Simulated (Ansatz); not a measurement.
Pb under strains and displacements

Level of theory: DFT PBEsol, scalar-relativistic, plane waves, PAW in Ansatz 0.2.0.

Cutoff 420 eV; k points 16×16×16 on the computed 1-atom cell (Γ-centred); Gaussian smearing, width 0.10 eV; no spin polarisation.

Reference cell:

```xyz
1
Lattice="-1.9797 1.9797 1.9797 1.9797 -1.9797 1.9797 1.9797 1.9797 -1.9797" Properties=species:S:1:pos:R:3 pbc="T T T"
Pb    0.0000    0.0000    0.0000
```

Each variant moves atoms of this cell by the vectors given, if any (Å), and then applies a symmetric strain (tensor components, Cartesian axes). The reference cell isn't relaxed at this level. Energies are per atom at zero smearing, counted from the lowest variant. Pressure is positive in compression.

1. strain (xx yy zz yz xz xy, %) 3.08 3.08 3.08 0.00 0.00 0.00
2. strain (xx yy zz yz xz xy, %) 2.44 2.44 2.44 0.00 0.00 0.00
3. strain (xx yy zz yz xz xy, %) -1.10 -1.10 -1.10 0.00 0.00 0.00

```json
{"result": "A", "ΔE (meV/atom)": "47.3", "P (GPa)": "-3.97"}
{"result": "B", "ΔE (meV/atom)": "0.0", "P (GPa)": "-0.21"}
{"result": "C", "ΔE (meV/atom)": "64.0", "P (GPa)": "-4.45"}
```

(1) Which variant gave which result?

Spin–orbit coupling is left out, which can shift energies with elements as heavy as these.

Answers

(1) A is 2, B is 3, C is 1. The pressure falls as the cell grows: from the smallest volume to the largest the variants are 3, 2, 1.

This bcc form isn't the element's structure at ambient conditions.